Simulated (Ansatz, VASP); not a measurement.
One calculation of SiMo6, two programs

File INCAR:

```
SYSTEM = SiMo6
ALGO = Normal
EDIFF = 1E-6
EDIFFG = -0.01
ENCUT = 600
GGA = PE
IBRION = 2
ISIF = 3
ISMEAR = 0
LASPH = .TRUE.
LCHARG = .FALSE.
LREAL = .FALSE.
LWAVE = .FALSE.
NELM = 100
NSW = 100
PREC = Accurate
SIGMA = 0.1
```

Contents of KPOINTS:

```
k-points
0
G
  6 6 6
  0 0 0
```

File POSCAR:

```
SiMo6
1.0
    6.0125181565      0.0000000000      0.0000000000
    0.0000000000      6.0125181565      0.0000000000
    0.0000000000      0.0000000000      6.0125181565
Si Mo
1 6
Direct
    0.0000000000      0.0000000000      0.0000000000
    0.5000000000      0.5000000000      0.2002276157
    0.5000000000      0.5000000000      0.7997723843
    0.2002276157      0.5000000000      0.5000000000
    0.7997723843      0.5000000000      0.5000000000
    0.5000000000      0.2002276157      0.5000000000
    0.5000000000      0.7997723843      0.5000000000
```

Input for Ansatz:

```yaml
crystal:
  lattice:
    - [6.0125181565, 0.0, 0.0]
    - [0.0, 6.0125181565, 0.0]
    - [0.0, 0.0, 6.0125181565]
  atoms:
    - { symbol: Si, position: [0.0, 0.0, 0.0] }
    - { symbol: Mo, position: [0.5, 0.5, 0.2002276157] }
    - { symbol: Mo, position: [0.5, 0.5, 0.7997723843] }
    - { symbol: Mo, position: [0.2002276157, 0.5, 0.5] }
    - { symbol: Mo, position: [0.7997723843, 0.5, 0.5] }
    - { symbol: Mo, position: [0.5, 0.2002276157, 0.5] }
    - { symbol: Mo, position: [0.5, 0.7997723843, 0.5] }
basis:
  ecutwfc: 420
kpoints:
  mp_grid: { grid: [6, 6, 6] }
hamiltonian:
  xc: pbe
scf:
  occupations: { method: gaussian, width: 0.1 }
output:
  forces: true
  stress: true
  eigenvalues: true
relax:
  adjacent_minimum: "off"
  f_tol: 0.01
  max_steps: 80
  cell: { stress_tol: 0.05 }
```

Change from the starting cell: species swapped into the SrB6 type (Pm-3m, No. 221).

Alike in both runs: task relaxation of cell and atoms; functional PBE; k mesh 6 × 6 × 6; occupations gaussian, width 0.1 eV; no spin polarisation.

```csv
,VASP,Ansatz
version,VASP 6.6.1,Ansatz 0.2.0
potentials or method,"VASP PAW PBE potentials, release 64 (Si, Mo_sv)","scalar-relativistic, plane waves, PAW"
plane-wave cutoff (eV),600,420
valence electrons in the cell,88,88
```

```tsv
	VASP	Ansatz	Ansatz less VASP
gap on the k mesh at the Fermi level, each at its own relaxed structure (eV)	none	none	-
relaxed volume (Å³/atom)	31.22	31.10	-0.119
relaxed cell length with the largest relative difference (Å)	6.024	6.016	-0.0077
```

A gap of «none» marks a metal or a gap that the smearing closes.
